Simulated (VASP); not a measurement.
# CdTe (F-43m) in VASP: notebook, part 2 of 2

VASP 6.6.1.

## (3) Single point, PBEsol

File INCAR:

```
ALGO = Normal ; EDIFF = 1E-6
ENCUT = 520 ; GGA = PS
ISIF = 2 ; ISMEAR = 0
LASPH = True ; LCHARG = False
LREAL = False ; LWAVE = False
NBANDS = 16 ; NELM = 100
PREC = Accurate ; SIGMA = 0.1
```

File KPOINTS:

```
k-points
0
Gamma
  6 6 6
```

File POSCAR:

```
CdTe
1.0
    0.0000000000      3.2050000000      3.2050000000
    3.2050000000      0.0000000000      3.2050000000
    3.2050000000      3.2050000000      0.0000000000
Cd Te
1 1
Direct
    0.0000000000      0.0000000000      0.0000000000
    0.7500000000      0.7500000000      0.7500000000
```

Potentials or basis: VASP PAW PBE potentials, release 64 (Cd, Te).

The run is started by

```bash
$ cat potpaw_PBE.64/Cd/POTCAR potpaw_PBE.64/Te/POTCAR > POTCAR
$ mpirun -np 1 vasp_std > vasp.out
```

OUTCAR:

```text
EDIFF = 1E-6
   ENCUT = 520
   GGA = PS
   ISIF = 2
   ISMEAR = 0
   LASPH = True
   LREAL = False
   NELM = 100
   PREC = Accurate

 ion  position               nearest neighbor table
   1  0.000  0.000  0.000-   2 2.78   2 2.78   2 2.78   2 2.78
   2  0.750  0.750  0.750-   1 2.78   1 2.78   1 2.78   1 2.78

  LATTYP: Found a face centered cubic cell.
 ALAT       =     6.4100000000

  Lattice vectors:

 A1 = (   0.0000000000,   3.2050000000,   3.2050000000)
 A2 = (   3.2050000000,   0.0000000000,   3.2050000000)
 A3 = (   3.2050000000,   3.2050000000,   0.0000000000)

Analysis of symmetry for initial positions (statically):
=====================================================================
 Subroutine PRICEL returns:
 Original cell was already a primitive cell.

 Routine SETGRP: Setting up the symmetry group for a
 face centered cubic supercell.

 Subroutine GETGRP returns: Found 24 space group operations
 (whereof 24 operations were pure point group operations)
 out of a pool of 48 trial point group operations.

The static configuration has the point symmetry T_d .

Analysis of symmetry for dynamics (positions and initial velocities):
=====================================================================
 Subroutine PRICEL returns:
 Original cell was already a primitive cell.

 Routine SETGRP: Setting up the symmetry group for a
 face centered cubic supercell.

 Subroutine GETGRP returns: Found 24 space group operations
 (whereof 24 operations were pure point group operations)
 out of a pool of 48 trial point group operations.

The dynamic configuration has the point symmetry T_d .

 Subroutine INISYM returns: Found 24 space group operations
 (whereof 24 operations are pure point group operations),
 and found     1 'primitive' translations

----------------------------------------------------------------------------------------

                                     Primitive cell
[... 101 lines left out ...]
     AMIX     =   0.40;   BMIX     =  1.00
     AMIX_MAG =   1.60;   BMIX_MAG =  1.00
  volume/ion in A,a.u.               =      32.92       222.17
  Fermi-wavevector in a.u.,A,eV,Ry     =   1.062497  2.007828 15.359610  1.128899
  Thomas-Fermi vector in A             =   2.197950
   LORBIT       =      0    0 simple, 1 ext, 2 COOP (PROOUT), +10 PAW based schemes
   GGA     = PS    functional components
   LHFCALC =     F    Hartree Fock is set to
   AEXX    =    0.0000 exact exchange contribution
   IVDW    =     0    specifies the selected vdW correction
   LEPSILON=     F    determine dielectric tensor
   LRPA    =     F    only Hartree local field effects (RPA)
 non-spin polarized calculation
 Gauss-broadening in eV      SIGMA  =   0.10
  energy-cutoff  :      520.00
  volume of cell :       65.84
 maximum number of plane-waves:      1807
 NGX is ok and might be reduce to    36
   NGX = 17   NGY = 17   NGZ = 17

 number of electron      17.9999995 magnetization

 Free energy of the ion-electron system (eV)
  ---------------------------------------------------
  ext. energy  EPLUGINS =         0.00000000
  ---------------------------------------------------
  free energy    TOTEN  =        -5.46811136 eV

  energy without entropy =       -5.46811136  energy(sigma->0) =       -5.46811136

 E-fermi :   2.9088     XC(G=0):  -8.9273

 val. band max:        2.5215454537   @ k =   0.0000   0.0000   0.0000
 cond. band min:       3.2807774555   @ k =   0.0000   0.0000   0.0000
 fundamental gap:      0.7592320017
 Fermi energy:         2.9088047323

 k-point     1 :       0.0000    0.0000    0.0000
  band No.  band energies     occupation
      1      -8.8867      2.00000
      2      -5.8603      2.00000
      3      -5.8603      2.00000
      4      -5.8603      2.00000
      5      -5.5700      2.00000
      6      -5.5700      2.00000
[... 281 lines left out ...]
      3      -5.7119      2.00000
      4      -5.6247      2.00000
      5      -5.5565      2.00000
      6      -4.9759      2.00000
[... 8 lines left out ...]
     15      13.7023      0.00000
     16      13.9202      0.00000

------------------------ aborting loop because EDIFF is reached ----------------------------------------

  FORCE on cell =-STRESS in cart. coord.  units (eV):
  Direction    XX          YY          ZZ          XY          YZ          ZX
  --------------------------------------------------------------------------------------
  -------------------------------------------------------------------------------------
  Total        0.7694644      0.7694644      0.7694644      0.0000000      0.0000000      0.0000000
  in kB       18.7234121     18.7234121     18.7234121      0.0000000      0.0000000      0.0000000
  external PRESSURE =      18.7234121 kB  Pullay stress =       0.0000000 kB

 VOLUME and BASIS-vectors are now :
 -----------------------------------------------------------------------------
  energy-cutoff  :      520.00
  volume of cell :       65.84
      direct lattice vectors                 reciprocal lattice vectors
     0.000000000  3.205000000  3.205000000    -0.156006240  0.156006240  0.156006240
     3.205000000  0.000000000  3.205000000     0.156006240 -0.156006240  0.156006240
     3.205000000  3.205000000  0.000000000     0.156006240  0.156006240 -0.156006240

 POSITION                                       TOTAL-FORCE (eV/Angst)
 -----------------------------------------------------------------------------------
      0.00000      0.00000      0.00000        -0.000000      0.000000      0.000000
      4.80750      4.80750      4.80750         0.000000     -0.000000     -0.000000
 -----------------------------------------------------------------------------------
    total drift:                                0.000000      0.000000      0.000000

  FREE ENERGIE OF THE ION-ELECTRON SYSTEM (eV)
  ---------------------------------------------------
  free  energy   TOTEN  =        -5.4681113580 eV

  energy  without entropy=       -5.4681113575  energy(sigma->0) =       -5.46811136
```

stdout:

```text
POSCAR found type information on POSCAR CdTe
 POSCAR found :  2 types and       2 ions
 scaLAPACK will be used
 -----------------------------------------------------------------------------
|                                                                             |
|                                                                             |
|     You enforced a specific xc type in the INCAR file but a different       |
|     I HOPE YOU KNOW WHAT YOU ARE DOING!                                     |
|                                                                             |
 -----------------------------------------------------------------------------

 LDA part: xc-table for (Slater+PW92), standard interpolation
 POSCAR, INCAR and KPOINTS ok, starting setup
 FFT: planning ... GRIDC
 FFT: planning ... GRID_SOFT
 FFT: planning ... GRID
 WAVECAR not read
 entering main loop
```

It took 12 s on 1 thread of Intel Xeon Platinum 8488C (Sapphire Rapids), shared host; peak memory 0.21 GiB.

Results:

| Property | Result |
| --- | --- |
| Free energy | -5.4681 eV |
| Pressure | 1.9 GPa |
| Band gap on the k mesh | 0.76 eV, direct |

Caveat: the PAW data sets were made with another functional, which shifts forces and pressure a little; spin-orbit coupling is left out, which moves the levels of the heavy elements.

## (4) Against experiment

Step 3. A measured gap of CdTe is 1.607 eV (0 K; a printed reference work, data compilation); the calculated 0.76 eV misses it by -0.85 eV. Spin-orbit coupling on Cd, Te is left out. The value is that of PBEsol, without temperature or zero-point motion. Semilocal functionals fall short of measured gaps as a rule.
